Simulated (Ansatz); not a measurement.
# HfN (F-43m) in Ansatz: notebook

One crystal, HfN, is run at these levels: PBEsol; tasks: single point, equation of state.

Program: Ansatz 0.2.0. These are calculated values, not measurements. Logs are shortened: lines on timing, memory, paths and dates and some standing lists are left out, and cuts for length are marked.

**1. The crystal as given**

The structure is cubic, space group F-43m (No. 216). Conventional cell: a = 4.910 Å, b = 4.910 Å, c = 4.910 Å, α = 90.00°, β = 90.00°, γ = 90.00°. Hf (site symmetry -43m) has 4 N at 2.13 Å as nearest neighbours. Around N (site symmetry -43m) lie 4 Hf at 2.13 Å.

The cell comes from a database or a generator and needn't be the stable form of this composition.

**2. Single point, PBEsol, 13.91 Å³/atom (volume scaled by 0.94)**

input.yaml reads:

```yaml
crystal:
  lattice:
    - [0.0, 2.4047095306, 2.4047095306]
    - [2.4047095306, 0.0, 2.4047095306]
    - [2.4047095306, 2.4047095306, 0.0]
  atoms:
    - { symbol: Hf, position: [0.0, 0.0, 0.0] }
    - { symbol: "N", position: [0.25, 0.25, 0.25] }
kpoints:
  mp_grid: { grid: [9, 9, 9] }
scf:
  occupations: { method: fermi_dirac, width: 0.05 }
hamiltonian:
  xc: pbesol
  pseudopotentials: { kind: all_electron, lapw: { basis_error: 0.001 } }
output:
  forces: true
  stress: true
  eigenvalues: true
```

Potentials or basis: all-electron LAPW, scalar-relativistic.

The run is started by

```sh
$ ansatz run input.yaml --threads 1 --pin off --max-ram 3072MiB --backend cpu --events-out ev --progress --plain --runs-dir out
```

Output:

```text
Warning: RAYON_NUM_THREADS=1 ignored (pool sized by the plan → 1); use --threads N
LAPW: plane waves up to 10.380 Å⁻¹, error target 1.0e-3 eV per atom; small_component_spin mean_spin; N in spheres of 0.869 Å, 7 of its electrons in bands, Dirac shells []; Hf in spheres of 1.214 Å, 44 of its electrons in bands, Dirac shells [] (how accurate: hamiltonian.pseudopotentials.lapw.basis_error, Limitations)
Engine: ansatz 0.2.0, aarch64-unknown-linux-gnu
Pseudopotentials: kind: all_electron
Pseudopotential: Hf, LAPW, valence charge 44, lapw/all_electron/scalar/gaussian/Hf, Koelling and Harmon's equation, gaussian nucleus
Pseudopotential: N, LAPW, valence charge 7, lapw/all_electron/scalar/gaussian/N, Koelling and Harmon's equation, gaussian nucleus
Functional definition: PBEsol
  exchange = pbesol_x
  correlation = pbesol_c
Crystal: 2 atoms, lattice volume = 27.811 Å³
Basis set: ecut = 410.50897935363776 eV, 531 PW (Γ), exchange–correlation at level 2
Bands: 31, of which v1, the nominal top of the filled ones, is band 26 counted from 1 (25 counted from 0)
Symmetry: 24 space group operations
Space group: F-43m (ITA 216), of the structure as read, at distance tolerance 3.0e-5 Å
k-points: 35 of 729 (time reversal used)
Non-local potential: Hf, projectors of the file, none
Non-local potential: N, projectors of the file, none
Initial density: superposition of atomic densities (chi_scale 0.1, normalization cell, long waves kept (reshape's long-wave potential 0.00 eV rms))
Initial wavefunctions: plane waves of lowest kinetic energy (no species holds an atomic orbital)
Functional: x = pbesol(κ = 0.804, μ = 0.12345679012345678), c = pbesol(β = 0.046)
iter 1 solved again at ethr=1.36e-2 eV; its pass at ethr=1.00e-1 eV (dr2=6.94e0 eV) is discarded
SCF iter   1: F=—  HF=-411617.109437 eV  |F-HF|=—  |Δ(HF+E_count)|=         —  Δρ=1.37e-1  dr2=6.94e0  ethr=1.36e-2  ⟨swp⟩=2.0  Hψ=6709  notcnv=0
preconditioner: auto → none  [insulator: Δε(μ)=0.217 eV  Ē_g=18.865 eV  σ=0.050 eV  W_gap=0.63  n_scr=14 (ndim 8)  ℏωp=37.9 eV  f_vac=0.008  D(μ)=0.96/eV (n_scr^D=8)  ε∞_Penn≈5.0]
SCF iter   2: F=—  HF=-411615.879021 eV  |F-HF|=—  |Δ(HF+E_count)|=    1.23e0  Δρ=8.95e-2  dr2=2.48e0  ethr=1.36e-2  ⟨swp⟩=3.0  Hψ=3257  notcnv=0
iter 3 solved again at ethr=1.30e-4 eV; its pass at ethr=4.86e-3 eV (dr2=6.61e-2 eV) is discarded
SCF iter   3: F=—  HF=-411614.611083 eV  |F-HF|=—  |Δ(HF+E_count)|=    1.27e0  Δρ=1.57e-2  dr2=6.62e-2  ethr=1.30e-4  ⟨swp⟩=2.0  Hψ=5704  notcnv=0
SCF iter   4: F=—  HF=-411614.609899 eV  |F-HF|=—  |Δ(HF+E_count)|=         —  Δρ=2.36e-3  dr2=1.42e-3  ethr=1.30e-4  ⟨swp⟩=2.0  Hψ=3369  notcnv=0
the basis was enlarged: its passes take 469.8 KiB over the memory plan, 1 of 1 planned eigensolver slots
SCF iter   5: F=—  HF=-411614.596804 eV  |F-HF|=—  |Δ(HF+E_count)|=   1.31e-2  Δρ=2.56e-3  dr2=2.64e-3  ethr=2.78e-6  ⟨swp⟩=3.0  Hψ=3609  notcnv=0
SCF iter   6: F=—  HF=-411614.595874 eV  |F-HF|=—  |Δ(HF+E_count)|=   9.30e-4  Δρ=7.39e-4  dr2=2.37e-4  ethr=2.78e-6  ⟨swp⟩=2.0  Hψ=3167  notcnv=0
SCF iter   7: F=—  HF=-411614.595739 eV  |F-HF|=—  |Δ(HF+E_count)|=   1.34e-4  Δρ=7.75e-5  dr2=1.25e-6  ethr=4.65e-7  ⟨swp⟩=2.5  Hψ=3182  notcnv=0
SCF iter   8: F=-411614.595740 eV  HF=-411614.595740 eV  |F-HF|=4.07e-9  |Δ(HF+E_count)|=   5.95e-7  Δρ=1.31e-5  dr2=3.90e-8  ethr=2.46e-9  ⟨swp⟩=2.3  Hψ=3177  notcnv=0
SCF 1 converged in 8 iterations: F = -411614.595740 eV  dr2 = 3.90e-8
SCF converged after 8 iterations
Free energy (F): -411614.595740 eV
Harris-Foulkes:  -411614.595740 eV  (|F-HF|=4.07e-9)
Internal energy: -411614.591228 eV  (E = F + TS)
E sigma→0 (E₀):  -411614.593484 eV
Entropy (-TS):   -0.004512 eV (-2.256 meV/atom)
Fermi energy:    19.232219 eV
--- Per-component energies (eV) ---
  E_band       = -5583.010246
  E_kinetic    = 457789.490561
  E_xc         = -8474.388129
  E_electrostatic = -860929.693660  (all electrons and nuclei)
  E_smearing   = -0.004512  (= −TS)
  E_closure    = 0.000000  (closes the sum)
  E_atoms      = -411595.030029  (free atoms, spherical and without spin; not in F)
  Σ components = -411614.595740   (vs F -411614.595740, Δ=0.00e0)
  Basis errors (estimates in eV, not in F): energy 4.3e-4 per atom: plane waves 4.0e-4 (2.4e-4 summed), levels above the bands 3.2e-76, relativity 2.4e-8, radial functions 3.1e-5, core shells 1.7e-11; eigenvalues (radial functions only) 3.1e-6; not estimated: angular momenta, meshes, grids; target (lapw.basis_error) 1.0e-3; muffin-tin radii N 0.869 Å, Hf 1.214 Å
--- Forces (eV/Å), atoms counted from 1 ---
  atom   1  Hf     0.00000000    -0.00000000     0.00000000
  atom   2  N     -0.00000000     0.00000000     0.00000000
  max |Σ_I F_I| component: 3.70e-16 eV/Å
--- Stress (GPa, compression-positive) ---
        7.716801      -0.000000       0.000000
       -0.000000       7.716801      -0.000000
        0.000000      -0.000000       7.716801
  P = ⅓ Tr σ = 7.7168 GPa (77.168 kbar)
--- Band table (eV; the first three rows and the last of 35) ---
  k-point 0: bands = ["-487.2598", "-356.4247", "-354.1460", "-354.1460", "-354.1460", "-182.2408", "-182.2408", "-182.2215", "-182.2215", "-182.2215", "-43.0431", "-11.6308", "-11.6308", "-11.6308", "2.6682", "7.0095", "7.0095", "7.0095", "7.0951", "7.0951", "7.0951", "7.1608", "13.4825", "13.4825", "13.4825", "18.7145", "21.5529", "21.5529", "26.2096", "26.2096", "26.2096"]
  k-point 1: bands = ["-487.2598", "-356.4247", "-354.1460", "-354.1460", "-354.1460", "-182.2408", "-182.2408", "-182.2215", "-182.2215", "-182.2215", "-43.0398", "-11.7065", "-11.6403", "-11.6403", "2.8328", "7.0104", "7.0131", "7.0131", "7.0890", "7.0890", "7.0953", "7.1684", "13.2329", "13.5816", "13.5816", "19.3605", "21.3414", "21.3414", "25.8764", "26.5306", "26.5306"]
  k-point 2: bands = ["-487.2598", "-356.4247", "-354.1460", "-354.1460", "-354.1460", "-182.2408", "-182.2408", "-182.2215", "-182.2215", "-182.2215", "-43.0313", "-11.8924", "-11.6642", "-11.6642", "3.2300", "7.0148", "7.0211", "7.0211", "7.0757", "7.0757", "7.0958", "7.1803", "12.9188", "13.8087", "13.8087", "20.6300", "21.1103", "21.1103", "25.3073", "26.7786", "26.7786"]
  k-point 34: bands = ["-487.2598", "-356.4247", "-354.1460", "-354.1460", "-354.1460", "-182.2408", "-182.2408", "-182.2215", "-182.2215", "-182.2215", "-43.0056", "-12.1259", "-11.9469", "-11.8263", "4.3589", "7.0072", "7.0349", "7.0540", "7.0556", "7.0612", "7.0701", "7.1501", "13.2079", "14.0387", "15.5057", "18.0288", "20.7128", "22.9608", "24.8775", "26.2191", "29.0990"]
```

It took 26 s on 1 thread of Arm Neoverse V1, shared host; peak memory 0.28 GiB.

Results:

```
Free energy            : -411614.5957 eV
Pressure               : 7.7 GPa
Band gap on the k mesh : none (metal or under the smearing width)
```

**3. Single point, PBEsol, 14.20 Å³/atom (volume scaled by 0.96)**

Changes to input.yaml since step 2:

```diff
@@ -2,5 +2,5 @@
   lattice:
-    - [0.0, 2.4047095306, 2.4047095306]
-    - [2.4047095306, 0.0, 2.4047095306]
-    - [2.4047095306, 2.4047095306, 0.0]
+    - [0.0, 2.4216446627, 2.4216446627]
+    - [2.4216446627, 0.0, 2.4216446627]
+    - [2.4216446627, 2.4216446627, 0.0]
   atoms:
```

Potentials or basis: all-electron LAPW, scalar-relativistic.

The run is started by

```sh
$ ansatz run input.yaml --threads 1 --pin off --max-ram 3072MiB --backend cpu --events-out ev --progress --plain --runs-dir out
```

Run time: 26 s. Hardware: 1 thread of Arm Neoverse V1, shared host; peak memory 0.29 GiB.

It converged, with:

```yaml
Free_energy: -411614.6154 eV
Pressure: 3.0 GPa
Band_gap_on_the_k_mesh: none (metal or under the smearing width)
```

**4. Single point, PBEsol, 14.50 Å³/atom (volume scaled by 0.98)**

Changes to input.yaml since step 3:

```diff
@@ -2,5 +2,5 @@
   lattice:
-    - [0.0, 2.4216446627, 2.4216446627]
-    - [2.4216446627, 0.0, 2.4216446627]
-    - [2.4216446627, 2.4216446627, 0.0]
+    - [0.0, 2.4383461881, 2.4383461881]
+    - [2.4383461881, 0.0, 2.4383461881]
+    - [2.4383461881, 2.4383461881, 0.0]
   atoms:
```

The run is started by

```sh
$ ansatz run input.yaml --threads 1 --pin off --max-ram 3072MiB --backend cpu --events-out ev --progress --plain --runs-dir out
```

It took 27 s on 1 thread of Arm Neoverse V1, shared host; peak memory 0.3 GiB.

The run converged. Its results:

```
Free energy            : -411614.6185 eV
Pressure               : -1.2 GPa
Band gap on the k mesh : none (metal or under the smearing width)
```

**5. Single point, PBEsol, 14.79 Å³/atom**

Changes to input.yaml since step 4:

```diff
@@ -2,5 +2,5 @@
   lattice:
-    - [0.0, 2.4383461881, 2.4383461881]
-    - [2.4383461881, 0.0, 2.4383461881]
-    - [2.4383461881, 2.4383461881, 0.0]
+    - [0.0, 2.454822, 2.454822]
+    - [2.454822, 0.0, 2.454822]
+    - [2.454822, 2.454822, 0.0]
   atoms:
```

The run is started by

```sh
$ ansatz run input.yaml --threads 1 --pin off --max-ram 3072MiB --backend cpu --events-out ev --progress --plain --runs-dir out
```

It took 28 s on 1 thread of Arm Neoverse V1, shared host; peak memory 0.3 GiB.

The run converged. Its results:

- Free energy: -411614.6068 eV
- Pressure: -5.0 GPa
- Band gap on the k mesh: none (metal or under the smearing width)

**6. Single point, PBEsol, 15.09 Å³/atom (volume scaled by 1.02)**

Changes to input.yaml since step 5:

```diff
@@ -2,5 +2,5 @@
   lattice:
-    - [0.0, 2.454822, 2.454822]
-    - [2.454822, 0.0, 2.454822]
-    - [2.454822, 2.454822, 0.0]
+    - [0.0, 2.4710795731, 2.4710795731]
+    - [2.4710795731, 0.0, 2.4710795731]
+    - [2.4710795731, 2.4710795731, 0.0]
   atoms:
```

Potentials or basis: all-electron LAPW, scalar-relativistic.

The run is started by

```sh
$ ansatz run input.yaml --threads 1 --pin off --max-ram 3072MiB --backend cpu --events-out ev --progress --plain --runs-dir out
```

It took 25 s on 1 thread of Arm Neoverse V1, shared host; peak memory 0.3 GiB.

The run converged. Its results:

| Property | Result |
| --- | --- |
| Free energy | -411614.5819 eV |
| Pressure | -8.5 GPa |
| Band gap on the k mesh | none (metal or under the smearing width) |

**7. Single point, PBEsol, 15.38 Å³/atom (volume scaled by 1.04)**

Changes to input.yaml since step 6:

```diff
@@ -2,5 +2,5 @@
   lattice:
-    - [0.0, 2.4710795731, 2.4710795731]
-    - [2.4710795731, 0.0, 2.4710795731]
-    - [2.4710795731, 2.4710795731, 0.0]
+    - [0.0, 2.487125994, 2.487125994]
+    - [2.487125994, 0.0, 2.487125994]
+    - [2.487125994, 2.487125994, 0.0]
   atoms:
```

The run is started by

```sh
$ ansatz run input.yaml --threads 1 --pin off --max-ram 3072MiB --backend cpu --events-out ev --progress --plain --runs-dir out
```

Wall time 27 s (1 thread of Arm Neoverse V1, shared host); peak memory 0.29 GiB.

It converged, with:

```yaml
Free_energy: -411614.5448 eV
Pressure: -11.6 GPa
Band_gap_on_the_k_mesh: none (metal or under the smearing width)
```

**8. Single point, PBEsol, 15.68 Å³/atom (volume scaled by 1.06)**

Changes to input.yaml since step 7:

```diff
@@ -2,5 +2,5 @@
   lattice:
-    - [0.0, 2.487125994, 2.487125994]
-    - [2.487125994, 0.0, 2.487125994]
-    - [2.487125994, 2.487125994, 0.0]
+    - [0.0, 2.502967988, 2.502967988]
+    - [2.502967988, 0.0, 2.502967988]
+    - [2.502967988, 2.502967988, 0.0]
   atoms:
```

The run is started by

```sh
$ ansatz run input.yaml --threads 1 --pin off --max-ram 3072MiB --backend cpu --events-out ev --progress --plain --runs-dir out
```

Wall time 26 s (1 thread of Arm Neoverse V1, shared host); peak memory 0.3 GiB.

Results (log left out):

```yaml
Free_energy: -411614.4968 eV
Pressure: -14.4 GPa
Band_gap_on_the_k_mesh: none (metal or under the smearing width)
```

**9. Equation of state, PBEsol**

Potentials or basis: all-electron LAPW, scalar-relativistic.

This step only gathers the single runs of the series.

Results:

- Equilibrium volume: 14.41 Å³/atom
- Bulk modulus: 201 GPa
- Pressure derivative of the bulk modulus: 4.0

Energy against volume, from the lowest point:
| volume (Å³/atom) | energy (meV/atom) |
| --- | --- |
| 13.906 | 11.37 |
| 14.201 | 1.56 |
| 14.497 | 0.00 |
| 14.793 | 5.83 |
| 15.089 | 18.32 |
| 15.385 | 36.85 |
| 15.681 | 60.82 |

The run has no spin-orbit coupling, so splittings on Hf are missing.
